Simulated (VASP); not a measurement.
# Sr (P6_3/mmc) in VASP: a series of runs

Runs on Sr. Level: PBE. Tasks: single point, relaxation of cell and atoms.

Program: VASP 6.6.1. These are calculated values, not measurements. Logs are shortened: lines on timing, memory, paths and dates and some standing lists are left out, and cuts for length are marked.

### 1 The crystal as given

Symmetry: P6_3/mmc, No. 194, hexagonal system. The conventional cell has a = 4.268 Å, b = 4.268 Å, c = 7.013 Å, α = 90.00°, β = 90.00°, γ = 120.00°. Sr (site symmetry -6m2) is surrounded by 12 Sr at 4.27 to 4.29 Å.

This isn't the form of Sr at room conditions, which is fcc.

### 2 Single point, PBE

The input, INCAR:

```
SYSTEM = Sr
PREC = Accurate
ENCUT = 520
EDIFF = 1E-7
ISMEAR = 0
SIGMA = 0.1
LREAL = .False.
LASPH = .True.
NELM = 100
ALGO = Fast
ISIF = 2
LWAVE = .False.
LCHARG = .False.
GGA = PE
NBANDS = 17
```

The input, KPOINTS:

```
Automatic mesh
0
Gamma
  12 12 6
  0 0 0
```

The input, POSCAR:

```
Sr
1.0
    4.2677565828      0.0000000000      0.0000000000
   -2.1338782914      3.6959856179      0.0000000000
    0.0000000000      0.0000000000      7.0133159835
Sr
2
Direct
    0.3333333333      0.6666666667      0.2500000000
    0.6666666667      0.3333333333      0.7500000000
```

Potentials or basis: VASP PAW PBE potentials, release 64 (Sr_sv).

Command:

```console
$ cat potpaw_PBE.64/Sr_sv/POTCAR > POTCAR
$ mpirun -np 1 vasp_std > vasp.out
```

OUTCAR:

```text
SYSTEM = Sr
   PREC = Accurate
   ENCUT = 520
   EDIFF = 1E-7
   ISMEAR = 0
   LREAL = .False.
   LASPH = .True.
   NELM = 100
   ISIF = 2
   GGA = PE

 ion  position               nearest neighbor table
   1  0.333  0.667  0.250-   2 4.29   2 4.29   2 4.29   2 4.29   2 4.29   2 4.29
   2  0.667  0.333  0.750-   1 4.29   1 4.29   1 4.29   1 4.29   1 4.29   1 4.29

  LATTYP: Found a hexagonal cell.
 ALAT       =     4.2677565828
 C/A-ratio  =     1.6433261475

  Lattice vectors:

 A1 = (   4.2677565828,   0.0000000000,   0.0000000000)
 A2 = (  -2.1338782914,   3.6959856179,   0.0000000000)
 A3 = (   0.0000000000,   0.0000000000,   7.0133159835)

Analysis of symmetry for initial positions (statically):
=====================================================================
 Subroutine PRICEL returns:
 Original cell was already a primitive cell.

 Routine SETGRP: Setting up the symmetry group for a
 hexagonal supercell.

 Subroutine GETGRP returns: Found 24 space group operations
 (whereof 12 operations were pure point group operations)
 out of a pool of 24 trial point group operations.

The static configuration has the point symmetry D_3d.
 The point group associated with its full space group is D_6h.

Analysis of symmetry for dynamics (positions and initial velocities):
=====================================================================
 Subroutine PRICEL returns:
 Original cell was already a primitive cell.

 Routine SETGRP: Setting up the symmetry group for a
 hexagonal supercell.

 Subroutine GETGRP returns: Found 24 space group operations
 (whereof 12 operations were pure point group operations)
 out of a pool of 24 trial point group operations.

The dynamic configuration has the point symmetry D_3d.
 The point group associated with its full space group is D_6h.

 Subroutine INISYM returns: Found 24 space group operations
 (whereof 12 operations are pure point group operations),
 and found     1 'primitive' translations

----------------------------------------------------------------------------------------

                                     Primitive cell

  volume of cell :     110.6250

  direct lattice vectors                    reciprocal lattice vectors
     4.267756583  0.000000000  0.000000000     0.234315144  0.135281912  0.000000000
    -2.133878291  3.695985618  0.000000000     0.000000000  0.270563823  0.000000000
     0.000000000  0.000000000  7.013315984     0.000000000  0.000000000  0.142585904

  length of vectors
     4.267756583  4.267756583  7.013315984     0.270563823  0.270563823  0.142585904

  position of ions in fractional coordinates (direct lattice)
     0.333333333  0.666666667  0.250000000
     0.666666667  0.333333333  0.750000000

  ion indices of the primitive-cell ions
   primitive index   ion index
                 1           1
                 2           2

----------------------------------------------------------------------------------------

 KPOINTS: Automatic mesh

Automatic generation of k-mesh.
 Grid dimensions read from file:
 generate k-points for:   12   12    6

 Generating k-lattice:

  Cartesian coordinates                     Fractional coordinates (reciprocal lattice)
     0.019526262  0.011273493  0.000000000     0.083333333  0.000000000  0.000000000
     0.000000000  0.022546985  0.000000000     0.000000000  0.083333333  0.000000000
     0.000000000  0.000000000  0.023764317     0.000000000  0.000000000  0.166666667

  Length of vectors
     0.022546985  0.022546985  0.023764317

  Shift w.r.t. Gamma in fractional coordinates (k-lattice)
     0.000000000  0.000000000  0.000000000

 Subroutine IBZKPT returns following result:
 ===========================================

 Found     76 irreducible k-points:

 Following reciprocal coordinates:
            Coordinates               Weight
  0.000000  0.000000  0.000000      1.000000
  0.083333  0.000000  0.000000      6.000000
  0.166667  0.000000  0.000000      6.000000
  0.250000 -0.000000  0.000000      6.000000
  0.333333  0.000000  0.000000      6.000000
  0.416667  0.000000  0.000000      6.000000
[... 16 lines left out ...]
  0.250000 -0.000000  0.166667     12.000000
  0.333333  0.000000  0.166667     12.000000
 [... further k-points ...]
   k-points           NKPTS =     76   k-points in BZ     NKDIM =     76   number of bands    NBANDS=     17
   number of dos      NEDOS =    301   number of ions     NIONS =      2
   total plane-waves  NPLWV =  55296
   dimension x,y,z NGX =    32 NGY =   32 NGZ =   54
   dimension x,y,z NGXF=    64 NGYF=   64 NGZF=  108
   ions per type =               2
   NGX,Y,Z   is equivalent  to a cutoff of  12.47, 12.47, 12.80 a.u.
   NGXF,Y,Z  is equivalent  to a cutoff of  24.93, 24.93, 25.60 a.u.
 SYSTEM =  Sr
   PREC   = accura    normal or accurate (medium, high low for compatibility)
   ISTART =      0    job   : 0-new  1-cont  2-samecut
   ICHARG =      2    charge: 1-file 2-atom 10-const
   ISPIN  =      1    spin polarized calculation?
   LNONCOLLINEAR =      F non collinear calculations
   LSORBIT =      F    spin-orbit coupling
   LASPH  =      T    aspherical Exc in radial PAW
   ENCUT  =  520.0 eV  38.22 Ry    6.18 a.u.   7.94  7.94 13.04*2*pi/ulx,y,z
   NELM   =    100;   NELMIN=  2; NELMDL= -5     # of ELM steps
   EDIFF  = 0.1E-06   stopping-criterion for ELM
   LREAL  =      F    real-space projection
   EDIFFG = 0.1E-05   stopping-criterion for IOM
   NSW    =      0    number of steps for IOM
   IBRION =     -1    ionic relax: 0-MD 1-quasi-New 2-CG
   NFREE  =      0    steps in history (QN), initial steepest desc. (CG)
   ISIF   =      2    stress and relaxation
   ISYM   =      2    0-nonsym 1-usesym 2-fastsym
   POTIM  = 0.5000    time-step for ionic-motion
   TEBEG  =    0.0;   TEEND  =   0.0 temperature during run
   PSTRESS=    0.0 pullay stress
   NELECT =      20.0000    total number of electrons
   NUPDOWN=      -1.0000    fix difference up-down
   EMIN   =  10.00;   EMAX   =-10.00  energy-range for DOS
   EFERMI =   0.00;   METHOD = LEGACY
   ISMEAR =     0;   SIGMA  =   0.10  broadening in eV -4-tet -1-fermi 0-gaus
   EFERMI_NEDOS =   21; number of points for ismear=-14 and -15
   IALGO  =     68    algorithm
   IMIX   =      4    mixing-type and parameters
     AMIX     =   0.40;   BMIX     =  1.00
     AMIX_MAG =   1.60;   BMIX_MAG =  1.00
  volume/ion in A,a.u.               =      55.31       373.27
  Fermi-wavevector in a.u.,A,eV,Ry     =   0.925693  1.749306 11.658939  0.856908
  Thomas-Fermi vector in A             =   2.051575
   LORBIT       =      0    0 simple, 1 ext, 2 COOP (PROOUT), +10 PAW based schemes
   GGA     = PE    functional components
   LHFCALC =     F    Hartree Fock is set to
   AEXX    =    0.0000 exact exchange contribution
   IVDW    =     0    specifies the selected vdW correction
   LEPSILON=     F    determine dielectric tensor
   LRPA    =     F    only Hartree local field effects (RPA)
 non-spin polarized calculation
 RMM-DIIS sequential band-by-band and
 Gauss-broadening in eV      SIGMA  =   0.10
  energy-cutoff  :      520.00
  volume of cell :      110.63
 maximum number of plane-waves:      3006
 NGX is ok and might be reduce to    32
   NGX = 15   NGY = 15   NGZ = 27

 number of electron      20.0000001 magnetization

 Free energy of the ion-electron system (eV)
  ---------------------------------------------------
  ext. energy  EPLUGINS =         0.00000000
  ---------------------------------------------------
  free energy    TOTEN  =        -3.27470433 eV

  energy without entropy =       -3.26216410  energy(sigma->0) =       -3.26843422

 E-fermi :   1.5835     XC(G=0):  -7.3332

 val. band max:        1.5811706679   @ k =   0.1667   0.1667   0.0000
 cond. band min:       1.5881278764   @ k =   0.0833   0.0000   0.0000
 fundamental gap:      0.0069572085
 Fermi energy:         1.5835207175

 k-point     1 :       0.0000    0.0000    0.0000
  band No.  band energies     occupation
      1     -35.0620      2.00000
      2     -35.0489      2.00000
      3     -17.1371      2.00000
      4     -16.9774      2.00000
      5     -16.9774      2.00000
      6     -16.9519      2.00000
[... 9 lines left out ...]
     16       4.2660      0.00000
     17       4.8007      0.00000

 k-point     2 :       0.0833    0.0000    0.0000
  band No.  band energies     occupation
      1     -35.0612      2.00000
      2     -35.0485      2.00000
      3     -17.1328      2.00000
      4     -16.9873      2.00000
      5     -16.9805      2.00000
      6     -16.9623      2.00000
[... 9 lines left out ...]
     16       4.3615      0.00000
     17       4.6211      0.00000

 k-point     3 :       0.1667    0.0000    0.0000
  band No.  band energies     occupation
      1     -35.0589      2.00000
      2     -35.0474      2.00000
      3     -17.1208      2.00000
      4     -17.0147      2.00000
      5     -16.9902      2.00000
      6     -16.9889      2.00000
[... 9 lines left out ...]
     16       4.3096      0.00000
     17       4.4568      0.00000

 k-point     4 :       0.2500   -0.0000    0.0000
  band No.  band energies     occupation
      1     -35.0557      2.00000
      2     -35.0460      2.00000
      3     -17.1027      2.00000
      4     -17.0522      2.00000
      5     -17.0274      2.00000
      6     -17.0000      2.00000
[... 9 lines left out ...]
     16       4.6385      0.00000
     17       4.6636      0.00000
[... 343 lines left out ...]
      1     -35.0582      2.00000
      2     -35.0481      2.00000
      3     -17.1116      2.00000
      4     -17.0116      2.00000
      5     -16.9972      2.00000
      6     -16.9868      2.00000
[... 9 lines left out ...]
     16       4.4189      0.00000
     17       4.6825      0.00000

 k-point    23 :       0.2500   -0.0000    0.1667
  band No.  band energies     occupation
      1     -35.0551      2.00000
      2     -35.0466      2.00000
      3     -17.1001      2.00000
      4     -17.0454      2.00000
      5     -17.0330      2.00000
      6     -16.9976      2.00000
[... 9 lines left out ...]
     16       4.6655      0.00000
     17       4.7791      0.00000

 k-point    24 :       0.3333    0.0000    0.1667
  band No.  band energies     occupation
      1     -35.0518      2.00000
      2     -35.0453      2.00000
      3     -17.1038      2.00000
      4     -17.0733      2.00000
      5     -17.0561      2.00000
      6     -17.0082      2.00000
[... 9 lines left out ...]
     16       5.0633      0.00000
     17       5.1663      0.00000

 [... further k-points ...]

------------------------ aborting loop because EDIFF is reached ----------------------------------------

  FORCE on cell =-STRESS in cart. coord.  units (eV):
  Direction    XX          YY          ZZ          XY          YZ          ZX
  --------------------------------------------------------------------------------------
  -------------------------------------------------------------------------------------
  Total        0.0063211      0.0063211      0.0065246      0.0000000     -0.0000000      0.0000000
  in kB        0.0915479      0.0915479      0.0944951      0.0000000     -0.0000000      0.0000000
  external PRESSURE =       0.0925303 kB  Pullay stress =       0.0000000 kB

 VOLUME and BASIS-vectors are now :
 -----------------------------------------------------------------------------
  energy-cutoff  :      520.00
  volume of cell :      110.63
      direct lattice vectors                 reciprocal lattice vectors
     4.267756583  0.000000000  0.000000000     0.234315144  0.135281912  0.000000000
    -2.133878291  3.695985618  0.000000000     0.000000000  0.270563823  0.000000000
     0.000000000  0.000000000  7.013315984     0.000000000  0.000000000  0.142585904

 POSITION                                       TOTAL-FORCE (eV/Angst)
 -----------------------------------------------------------------------------------
     -0.00000      2.46399      1.75333        -0.000000     -0.000000      0.000000
      2.13388      1.23200      5.25999         0.000000      0.000000      0.000000
 -----------------------------------------------------------------------------------
    total drift:                                0.000000     -0.000000      0.000000

  FREE ENERGIE OF THE ION-ELECTRON SYSTEM (eV)
  ---------------------------------------------------
  free  energy   TOTEN  =        -3.2747043286 eV

  energy  without entropy=       -3.2621641031  energy(sigma->0) =       -3.26843422
```

It took 2.2 min on 1 thread of Intel Xeon Platinum 8488C (Sapphire Rapids), shared host; peak memory 0.29 GiB.

What came out:

* Free energy: -3.2747 eV
* Pressure: 0.0 GPa
* Band gap on the k mesh: none (metal or under the smearing width)

### 3 Relaxation of cell and atoms, PBE

This run uses another cell than the first one, of 56.71 Å³/atom, 1.025 times its volume.

The input, INCAR:

```
ALGO = Fast
EDIFF = 1E-6
EDIFFG = -0.005
ENCUT = 600
GGA = PE
IBRION = 2
ISIF = 3
ISMEAR = 0
LASPH = T
LCHARG = F
LREAL = F
LWAVE = F
NELM = 100
NSW = 100
PREC = Accurate
SIGMA = 0.1
```

The input, KPOINTS:

```
k-points
0
Gamma
  12 12 6
```

The input, POSCAR:

```
Sr
1.0
    4.3100002207      0.0000000000      0.0000000000
   -2.1550001104      3.7325696814      0.0000000000
    0.0000000000      0.0000000000      7.0500000000
Sr
2
Direct
    0.3333333333      0.6666666667      0.2500000000
    0.6666666667      0.3333333333      0.7500000000
```

Potentials or basis: VASP PAW PBE potentials, release 64 (Sr_sv).

Command:

```console
$ cat potpaw_PBE.64/Sr_sv/POTCAR > POTCAR
$ mpirun -np 1 vasp_std > vasp.out
```

Run time: 7 min. Hardware: 1 thread of Intel Xeon Platinum 8488C (Sapphire Rapids), shared host; peak memory 0.36 GiB.

The run converged. Its results:

```yaml
Free_energy: -3.2747 eV
Relaxed_volume: 55.39 Å³/atom
Relaxed_cell: a = 4.269 Å, b = 4.269 Å, c = 7.021 Å, α = 90.00°, β = 90.00°, γ = 120.00°
Space_group_after_relaxing_to_0.05_Å: P6_3/mmc (No. 194)
Energy_gained_by_relaxing: 1.2 meV/atom
Ionic_steps: 7
Pressure_after_relaxing: 0.0 GPa
Band_gap_on_the_k_mesh: none (metal or under the smearing width)
```

The path:
```csv
step,energy change (eV),largest force (eV/Å),pressure (GPa),volume (Å³)
1,0.0000,0.0000,-0.26,113.42
2,-0.0019,0.0000,-0.12,111.88
3,-0.0023,0.0000,0.02,110.66
4,-0.0023,0.0000,0.00,110.79
5,-0.0023,0.0000,0.00,110.74
6,-0.0023,0.0000,0.00,110.75
7,-0.0023,0.0000,0.00,110.78
```

Final structure:
```
Sr
1.0
     4.26850    0.00000    0.00000
    -2.13425    3.69663    0.00000
     0.00000    0.00000    7.02070
Sr
2
Cartesian
  0.0000 2.4644 1.7552
  2.1343 1.2322 5.2655
```

Levels at points of the mesh, in eV from the Fermi level:
| k point | band 7 | band 8 | band 9 | band 10 | band 11 | band 12 | band 13 | band 14 |
| --- | --- | --- | --- | --- | --- | --- | --- | --- |
| (0.00, 0.00, 0.00) | -18.54 | -18.53 | -3.66 | -1.16 | 0.01 | 2.25 | 2.28 | 2.28 |
| (0.50, 0.00, 0.00) | -18.58 | -18.57 | -1.12 | -0.55 | 0.06 | 0.24 | 1.28 | 1.84 |
| (0.00, 0.00, 0.50) | -18.55 | -18.55 | -2.73 | -2.73 | 1.23 | 1.23 | 2.28 | 2.28 |
| (0.50, 0.00, 0.50) | -18.59 | -18.59 | -0.82 | -0.82 | 0.23 | 0.23 | 1.30 | 1.30 |

### 4 Single point, PBE

The input, INCAR:

```
PREC = Accurate
ENCUT = 520
EDIFF = 1E-6
ISMEAR = 0
SIGMA = 0.15
LREAL = False
LASPH = True
NELM = 60
ALGO = Fast
ISIF = 2
LWAVE = False
LCHARG = False
GGA = PE
NBANDS = 17
```

The input, KPOINTS:

```
Automatic mesh
0
Gamma
  15 15 8
```

The input, POSCAR:

```
Sr
1.0
    4.2677565828      0.0000000000      0.0000000000
   -2.1338782914      3.6959856179      0.0000000000
    0.0000000000      0.0000000000      7.0133159835
Sr
2
Direct
    0.3333333333      0.6666666667      0.2500000000
    0.6666666667      0.3333333333      0.7500000000
```

Command:

```console
$ cat potpaw_PBE.64/Sr_sv/POTCAR > POTCAR
$ mpirun -np 1 vasp_std > vasp.out
```

Run time: 2.9 min. Hardware: 1 thread of Intel Xeon Platinum 8488C (Sapphire Rapids), shared host; peak memory 0.37 GiB.

The run converged. Its results:

```
Free energy            : -3.2829 eV
Pressure               : 0.0 GPa
Band gap on the k mesh : none (metal or under the smearing width)
```

Levels at points of the mesh, in eV from the Fermi level:
```
           k point  band 6  band 7  band 8  band 9  band 10  band 11  band 12  band 13  band 14  band 15
(0.00, 0.00, 0.00)  -18.53  -18.53  -18.53   -3.66    -1.16     0.02     2.26     2.29     2.29     2.69
(0.00, 0.00, 0.50)  -18.54  -18.54  -18.54   -2.73    -2.73     1.24     1.24     2.29     2.29     2.29
```

[end of part 1 of 2]
